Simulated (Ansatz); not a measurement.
Runs of Ansatz 0.2.0 on Cl. The structure is orthorhombic, space group Cmce (No. 64). Conventional cell: a = 6.290 Å, b = 4.500 Å, c = 8.210 Å, α = 90.00°, β = 90.00°, γ = 90.00°. Cl (site symmetry m) has 1 Cl at 2.02 Å as nearest neighbours. 

```tsv
level	potentials or basis	cutoff (eV)	gap on the mesh (eV)	pressure (GPa)	relaxed volume (Å³/atom)
PBE+D4	Ansatz PAW	420	2.19	0.0	(c)
PBE	Ansatz PAW earlier set	900	2.29	0.0	(b)
PBE	Ansatz PAW	420	2.30	0.0	35.43
PBE+D3(BJ)	Ansatz PAW	420	(a)	0.0	27.15
PBE	JTH PAW	930	2.29	0.0	35.51
```

Alike in all rows: task relaxation of cell and atoms; no spin polarisation; cell relaxed; k mesh 7 × 7 × 4; smearing fermi-dirac 0.05 eV.

Fill in the values left out.

(a) 2.20; (b) 35.60; (c) 27.03.

Caveats: odd divisions of the mesh miss points on the zone boundary, where band edges often lie, so the gap on the mesh can be too wide; the plane-wave basis is chosen anew once the cell has moved, so the energies of steps on either side of that aren't comparable; the volume moved by over 15 % at a fixed basis, so the end points are rough (some runs).

A k mesh can miss the band edges.
